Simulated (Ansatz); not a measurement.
Runs of Ansatz 0.2.0 on Cd. It takes space group Im-3m (No. 229, cubic). The conventional cell has a = 3.569 Å, b = 3.569 Å, c = 3.569 Å, α = 90.00°, β = 90.00°, γ = 90.00°. Cd (site symmetry m-3m) has 8 Cd at 3.09 Å as nearest neighbours. This isn't the form of Cd at room conditions, which is hcp.

```tsv
task	level	cell	cutoff (eV)	smearing	gap on the mesh (eV)	pressure (GPa)
single point	RPBE	as given	205	gaussian 0.1 eV	none	3.5
relaxation of cell and atoms	PBEsol+D4	relaxed	-	methfessel-paxton 0.1 eV	-	0.0
single point	PBEsol	as given	205	gaussian 0.05 eV	none	-2.8
single point	PBE	as given	205	gaussian 0.02 eV	none	(a)
```

Alike in all rows: potentials or basis all-electron LAPW, scalar-relativistic; no spin polarisation; k mesh 10 × 10 × 10; basis error allowed 0.001 eV/atom.

**Question.** Estimate the missing entries.

**Answer.** (a) 1.2.

A k mesh can miss the band edges, and the runs leave out spin-orbit coupling on Cd.

A gap of «none» marks a metal or a gap under the smearing width.
